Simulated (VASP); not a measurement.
An input for Ansatz (written as the equivalent of a VASP run, and not itself run):

Ansatz 0.2 input:
```yaml
crystal:
  lattice:
    - [0.0000000, 2.8830502, 2.8830502]
    - [2.8830502, 0.0000000, 2.8830502]
    - [2.8830502, 2.8830502, 0.0000000]
  atoms:
    - { symbol: Sr, position: [1.0000000, 1.0000000, 0.0000000] }
    - { symbol: F, position: [0.2500000, 0.2500000, 0.2500000] }
    - { symbol: F, position: [0.7500000, 0.7500000, 0.7500000] }
kpoints:
  mp_grid: { grid: [6, 6, 6] }
hamiltonian:
  xc: r2scan
  pseudopotentials: { kind: paw }
scf:
  occupations: { method: gaussian, width: 0.05 }
  max_iter: 100
relax:
  max_steps: 60
  f_tol: 0.02
  cell: {}
output: { forces: true, stress: true, eigenvalues: true }
```

**Question.** Write the VASP files for the same calculation (r2SCAN).

**Answer.** This is not unique; one that fits is 
### KPOINTS
```
Regular mesh
0
Gamma
  6 6 6
0 0 0
```

File POSCAR:
```
SrF2
1
    0.0000000000     2.8830501593     2.8830501593
    2.8830501593    -0.0000000000     2.8830501593
    2.8830501593     2.8830501593     0.0000000000
Sr F
1 2
Direct
  1.0000000000   1.0000000000   0.0000000000
  0.2500000000   0.2500000000   0.2500000000
  0.7500000000   0.7500000000   0.7500000000
```

### INCAR
```
SYSTEM = SrF2
LWAVE = .FALSE.
NELM = 100   # most electronic steps
IBRION = 2
LASPH = .TRUE.   # aspherical one-centre terms
LMIXTAU = .TRUE.
LCHARG = .FALSE.
EDIFF = 1E-6
LREAL = .FALSE.   # projection in real space or not
ISMEAR = 0
LMAXMIX = 4   # l cut-off of mixed one-centre charges
EDIFFG = -0.02   # ionic stop
ISIF = 3
NSW = 60
SIGMA = 0.05   # width (eV)
ALGO = Normal   # blocked Davidson
PREC = Accurate
METAGGA = R2SCAN
ENCUT = 520
```

POTCAR, in this order: Sr_sv F (PBE.64 set). Program: vasp_std.

Limits of the translation: each code has its own PAW files, so the cut-off isn't converted (ENCUT is set for VASP's; basis.ecutwfc is left out, and Ansatz then takes the one that its files recommend); Ansatz stops its SCF on the density residual and VASP on the energy change (EDIFF).

The compound is SrF2 in the fluorite structure. This run relaxes it. Symmetry was kept, so distortions that lower it aren't found. The start is the result of an earlier pass.
